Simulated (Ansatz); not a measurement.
# Ag under changes of volume

One of the cells (17.048 Å³/atom); the others are scaled copies at fixed shape and fractional positions:

```
Ag
1.0
     0.00000    2.04275    2.04275
     2.04275    0.00000    2.04275
     2.04275    2.04275    0.00000
Ag
1
Direct
  0.00000 0.00000 0.00000
```

* Program: Ansatz 0.2.0
* Functional: PBEsol
* Potentials or basis: all-electron LAPW, scalar-relativistic
* Cutoff: 258 eV (chosen from the basis error)
* Basis error allowed: 0.0005 eV/atom
* k mesh: 11 × 11 × 11
* Occupations: fermi-dirac, width 0.05 eV
* Spin: no spin polarisation

```tsv
volume (Å³/atom)	energy over the lowest point (meV/atom)	pressure (GPa)
16.025	?	?
16.366	1.00	1.8
16.707	0.00	-0.7
17.048	4.08	-2.9
17.389	12.56	-4.8
17.730	24.82	-6.5
18.071	40.30	-7.9
```

Q: What does the run at 16.025 Å³/atom give?

A: Energy over the lowest point 7.84 meV/atom; pressure 4.8 GPa.

Worked out: A Birch-Murnaghan fit of order 3 (a polynomial in V^(-2/3)) to the other rows has its minimum at 16.60 Å³/atom with B0 = V·E''(V) = 122 GPa and B' = 6.2. It gives 7.91 meV/atom at 16.025 Å³/atom, against the run's 7.84, and -dE/dV = 4.8 GPa, against 4.8.

Energies are extrapolated to zero smearing.

The runs don't all hold the same shells in valence.
